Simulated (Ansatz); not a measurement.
Relativity in Au

```
Au
1.0
     0.00000    2.04550    2.04550
     2.04550    0.00000    2.04550
     2.04550    2.04550    0.00000
Au
1
Cartesian
  0.0000 0.0000 0.0000
```

Conventional cell: a = 4.091 Å, b = 4.091 Å, c = 4.091 Å, α = 90.00°, β = 90.00°, γ = 90.00°. Au (atom 1) has 12 Au at 2.89 Å as nearest neighbours.

The cell comes from COD entry 9013036, which wasn't checked; take it as a given geometry. It was measured hot, at 574 K.

One fixed cell is solved with PBE by LAPW (all electrons) in Ansatz 0.2.0 under different relativistic treatments. Pressure is positive in compression.

Settings: a Γ-centred 14×14×14 k mesh, Fermi–Dirac smearing of 0.08 eV, basis error target 0.25 meV/atom, no spin polarisation.

Question: One of the runs gave P (GPa) = 34.23, lowest level at Γ above −25 eV, from the valence-band top or, without a gap, the Fermi level (eV) = -8.17. Which setting was it?
A. scalar-relativistic
B. non-relativistic
C. with spin–orbit coupling

Answer: B. The full set:
| setting | P (GPa) | lowest level at Γ above −25 eV, from the valence-band top or, without a gap, the Fermi level (eV) |
| --- | --- | --- |
| scalar-relativistic | 7.80 | -9.79 |
| non-relativistic | 34.23 | -8.17 |
| with spin–orbit coupling | 6.43 | -9.87 |
